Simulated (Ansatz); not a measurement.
An input for Ansatz 0.2.0 (GaP):

File input.yaml:

```yaml
crystal:
  lattice:
    - [0.0, 2.72525, 2.72525]
    - [2.72525, 0.0, 2.72525]
    - [2.72525, 2.72525, 0.0]
  atoms:
    - { symbol: Ga, position: [0.0, 0.0, 0.0], spin: 0.5 }
    - { symbol: P, position: [0.75, 0.75, 0.75] }
hamiltonian:
  xc: { exchange: rpw86, correlation: pbe }
  pseudopotentials: { kind: paw }
  dispersion: d3
magnetization:
  spin_polarized: true
kpoints:
  mp_grid: { grid: [8, 8, 8] }
scf:
  occupations: { method: fixed }
output:
  forces: true
  stress: true
  eigenvalues: true
```

Potentials or basis: Ansatz PAW.

Run with:

```bash
$ ansatz run input.yaml --threads 1 --pin off --max-ram 2560MiB --backend cpu --events-out ev --progress --plain --runs-dir out
```

**Question.** Does this run start?

**Answer.** The run stopped without a result. It printed:

Output:

```text
Error: YAML parse error: error: line 12 column 15: hamiltonian.dispersion: `d3` is not `none`, `rvv10`, `d3bj`, `d3bjatm`, `d4` or a map `{method: …, s8: …, a1: …, a2_bohr: …}` (numbers without units, a2 in bohr) or `{method: …, functional: …}`
  --> <input>:12:15
   |
10 |   xc: { exchange: rpw86, correlation: pbe }
11 |   pseudopotentials: { kind: paw }
12 |   dispersion: d3
   |               ^ hamiltonian.dispersion: `d3` is not `none`, `rvv10`, `d3bj`, `d3bjatm`, `d4` or a map `{method: …, s8: …, a1: …, a2_bohr: …}` (numbers without units, a2 in bohr) or `{method: …, functional: …}`
13 | magnetization:
14 |   spin_polarized: true
   |
```
